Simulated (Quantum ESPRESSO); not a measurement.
The system is CoO.

```xyz
2
Lattice="1.6022 0.9250 2.5665 -1.6022 0.9250 2.5665 0.0000 -1.8501 2.5665" Properties=species:S:1:pos:R:3 pbc="T T T"
Co    0.0000    0.0000    7.6915
O     0.0000    0.0000    5.7824
```

Measurements of this composition are mostly on another form, of space group No. 225.

Base run:

```yaml
Program: Quantum ESPRESSO 7.5
Functional: PBEsol
Potentials_or_basis: GBRV 1.5 PBEsol
Cutoff: 762 eV
Density_cutoff: 6095 eV
k_mesh: 10 × 10 × 10
Occupations: fermi-dirac, width 0.05 eV
Spin: collinear spin, ferromagnetic start
Starting_moments: "[2.0, 0.0] μB"
```

Its results: band gap on the k mesh none (metal or under the smearing width); pressure -6.9 GPa; net moment 2.91 μB per cell; site moments Co +2.34; O +0.35 μB; largest force 0.236 eV/Å.

The run is repeated on the same cell with these changes: functional from PBEsol to LDA; potentials or basis from GBRV 1.5 PBEsol to GBRV 1.5 LDA. What comes out?

Band gap on the k mesh none (metal or under the smearing width); pressure -14.2 GPa; net moment 2.81 μB per cell; site moments Co +2.25; O +0.33 μB; largest force 0.208 eV/Å.

Caveats: a cell with one magnetic atom can't hold antiferromagnetic order, which such compounds often take; semilocal functionals often make such compounds metallic where correlation or magnetic order opens a gap, which also shifts bond lengths.
